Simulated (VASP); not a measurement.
A run of VASP 6.6.1 is set up as follows.

The input INCAR:

```
SYSTEM = CoO
PREC     = Accurate       ! precision mode
ENCUT    = 600            ! plane-wave cutoff, eV
EDIFF    = 1E-7           ! SCF threshold, eV
ISMEAR   = -1             ! smearing method
SIGMA    = 0.05           ! smearing width, eV
LREAL    = .False.        ! projectors in reciprocal space
LASPH    = .True.         ! aspherical terms in the spheres
NELM     = 120            ! most SCF steps
ALGO     = Normal         ! electronic algorithm
ISIF     = 3              ! what is computed and relaxed
LWAVE    = .False.        ! write WAVECAR
LCHARG   = .False.        ! write CHGCAR
ISPIN    = 2              ! spin polarisation
MAGMOM   = 2 0            ! initial moments
LORBIT   = 11             ! projections on sites
LMAXMIX  = 4              ! l up to which the mixer works
GGA      = PS             ! functional
IBRION   = 2              ! ionic algorithm
NSW      = 60             ! ionic steps
EDIFFG   = -0.01          ! ionic threshold
```

The input KPOINTS:

```
regular mesh
0
Gamma
  10 10 10
  0 0 0
```

POSCAR

```
CoO
1.0
    1.5054695445      0.8691832468      2.4399269062
   -1.5054695445      0.8691832468      2.4399269062
    0.0000000000     -1.7383664936      2.4399269062
Co O
1 1
Direct
    0.0000000000      0.0000000000      0.0000000000
    0.5000000000      0.5000000000      0.5000000000
```

Potentials or basis: VASP PAW PBE potentials, release 64 (Co, O).

Run with:

```bash
$ cat potpaw_PBE.64/Co/POTCAR potpaw_PBE.64/O/POTCAR > POTCAR
$ mpirun -np 1 vasp_std > vasp.out
```

**Question.** Predict the relaxed volume.

**Answer.** 8.90 Å³/atom.

**Question.** Estimate the relaxed cell.

**Answer.** a = 2.826 Å, b = 2.826 Å, c = 2.826 Å, α = 65.29°, β = 65.29°, γ = 65.29°.

**Question.** Predict the net moment.

**Answer.** 2.64 μB per cell.

**Question.** Predict the band gap on the k mesh.

**Answer.** None (metal or under the smearing width).

Final structure:
```
Co O
1.0
     1.52474    0.88031    2.21106
    -1.52474    0.88031    2.21106
     0.00000   -1.76061    2.21106
Co O
1 1
Cartesian
  0.0000 0.0000 0.0000
  0.0000 0.0000 3.3166
```

Caveat: the PAW data sets were made with another functional, which shifts forces and pressure a little; a cell with one magnetic atom can't hold antiferromagnetic order, which such compounds often take; semilocal functionals often make such compounds metallic where correlation or magnetic order opens a gap, which also shifts bond lengths. With open d or f shells a metallic result of PBEsol can be an artefact of self-interaction; +U or a hybrid may open a gap.
